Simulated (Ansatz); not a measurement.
## What strain does to NaI (CsCl type)

NaI, CsCl type, relaxed with r2SCAN in Ansatz. The symmetry is Pm-3m (No. 221, cubic); a = 4.041 Å in the conventional setting, 32.98 Å³ an atom. Around Na lie 8 I at 3.50 Å; around I lie 8 Na at 3.50 Å.

The axes x, y and z are those of this cell:
```
CELL_PARAMETERS angstrom
4.04054 0.00000 0.00000
0.00000 4.04054 0.00000
0.00000 0.00000 4.04054
ATOMIC_POSITIONS crystal
Na 0.00000 0.00000 0.00000
I 0.50000 0.50000 0.50000
```

Unstrained: The PBE gap is indirect, 2.300 eV (M to Γ), below the direct gap of 2.794 eV at M. With r2SCAN the valence top lies at M and the conduction bottom at Γ, 3.056 eV higher; the smallest vertical gap, at M, is 3.357 eV. With HSE06 the valence top lies at M and the conduction bottom at Γ, 3.243 eV higher; the smallest vertical gap, at M, is 3.670 eV. Meshes: PBE 6×6×6, r2SCAN 6×6×6, HSE06 4×4×4. Strains are changes of length per length. After each strain the atoms were relaxed again with r2SCAN within the symmetry that the strain leaves, so tilts or polar shifts that break it weren't tested; points keep the names that they have in the unstrained zone. Simulation only: spin-unpolarised, and no claim that this is the phase found in nature.

Changes of the least gap in eV (an overlap counts as a negative gap):

| strain | volume change (%) | space group | PBE | r2SCAN | HSE06 | energy rise, r2SCAN (meV/atom) |
| --- | --- | --- | --- | --- | --- | --- |
| uniaxial +1.65 % along z | +1.6 | P4/mmm | -0.063 | -0.070 | -0.067 | 1.4 |
| uniaxial +0.36 % along [111] | +0.4 | R-3m | -0.005 | -0.006 | -0.006 | 0.0 |

Uniaxial +1.65 % along z, other directions held. HSE06: the gap goes from 3.243 to 3.176 eV (-0.067 eV). Stress change with r2SCAN, compression positive: xx 0.00, yy 0.00, zz -0.83 GPa.

Uniaxial +0.36 % along [111], other directions held. HSE06: the gap goes from 3.243 to 3.237 eV (-0.006 eV). Stress change with r2SCAN, compression positive: xx -0.06, yy -0.06, zz -0.06 GPa.

No spin-orbit coupling is included; it can move band edges with weight on the heavy atoms by tenths of an eV.

The meshes of the hybrids are coarse, so their gaps aren't converged to the digits shown.
